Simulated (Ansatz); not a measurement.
**ZnO: equation of state with PBE**

The system is ZnO.

```
Zn O
1.0
     3.28797    0.00000    0.00000
    -1.64398    2.84746    0.00000
     0.00000    0.00000    7.13044
Zn O
2 2
Direct
  0.00000 0.00000 0.25000
  0.00000 0.00000 0.75000
  0.66667 0.33333 0.75000
  0.33333 0.66667 0.25000
```

Measurements of this composition are mostly on another form, of space group No. 186.

```
Program             : Ansatz 0.2.0
Task                : equation of state
Functional          : PBE
Potentials or basis : all-electron LAPW, scalar-relativistic
Basis error allowed : 0.001 eV/atom
k mesh              : 9 × 9 × 4
Occupations         : fermi-dirac, width 0.05 eV
Spin                : no spin polarisation
```

```json
{"Equilibrium volume": "16.56 Å³/atom", "Bulk modulus at fixed shape and positions": "91 GPa", "Pressure derivative of the bulk modulus": "4.4"}
```

Energy against volume, from the lowest point:
```
volume (Å³/atom)  energy (meV/atom)
          15.688              14.01
          16.022               4.93
          16.356               0.42
          16.689               0.00
          17.023               3.25
          17.357               9.78
          17.691              19.26
```

All runs of the series together: 3.2 min on 2 threads of Arm Neoverse V1, on a shared host.

Caveat: the cell was scaled at fixed shape and fractional positions, which overstates the stiffness of a crystal with free parameters, most of all of layers and chains.
